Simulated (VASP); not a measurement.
Wanted: the native input for a VASP 6.6.1 run.

| Quantity | Value |
| --- | --- |
| Task | single point |
| Functional | PBEsol |
| Potentials or basis | VASP PAW PBE potentials, release 64 (K_sv, Mg, F) |
| Cutoff | 520 eV |
| k mesh | 7 × 7 × 7 |
| Occupations | fermi-dirac, width 0.05 eV |
| Spin | no spin polarisation |
| Ladder | free |
| Further INCAR settings | ALGO = Normal; EDIFF = 1e-07; NBANDS = 24 |

The structure of KMgF3 lies in POSCAR:

```
KMgF3
1.0
    3.9859000000      0.0000000000      0.0000000000
    0.0000000000      3.9859000000      0.0000000000
    0.0000000000      0.0000000000      3.9859000000
K Mg F
1 1 3
Direct
    0.4915570000      0.5214180000      0.4837880000
   -0.0018630000      0.0062290000      0.0002000000
    0.0015480000      0.0008360000      0.5151270000
   -0.0024120000      0.4889800000      0.0097390000
    0.5067060000      0.0081420000     -0.0027700000
```

The cell isn't the ideal one: atoms moved at random, drawn with an rms of 0.05 Å.

One way to write it, as run:

INCAR

```
SYSTEM = KMgF3
ALGO = Normal
EDIFF = 1E-7
ENCUT = 520
GGA = PS
ISIF = 2
ISMEAR = -1
KPAR = 2
LASPH = .True.
LCHARG = .True.
LREAL = .False.
LVHAR = .True.
LWAVE = .False.
NBANDS = 24
NELM = 60
PREC = Accurate
SIGMA = 0.05
```

KPOINTS

```
k-points
0
Gamma
  7 7 7
  0 0 0
```

Potentials or basis: VASP PAW PBE potentials, release 64 (K_sv, Mg, F).

Command:

```console
$ cat potpaw_PBE.64/K_sv/POTCAR potpaw_PBE.64/Mg/POTCAR potpaw_PBE.64/F/POTCAR > POTCAR
$ mpirun -np 2 vasp_std > vasp.out
```

Results of the run:

```json
{
  "Pressure": "0.5 GPa",
  "Largest force": "0.765 eV/Å",
  "Band gap on the k mesh": "7.14 eV, indirect (least direct gap 7.43 eV)"
}
```

Caveat: the PAW data sets were made with another functional, which shifts forces and pressure a little; an odd mesh through Γ misses points on the zone boundary, where band edges often lie.

It took 2.3 min on 2 MPI ranks on Intel(R) Xeon(R) Platinum 8259CL CPU @ 2.50GHz (Skylake/Cascade Lake), with other jobs on the host, peak memory 0.34 GiB a rank.
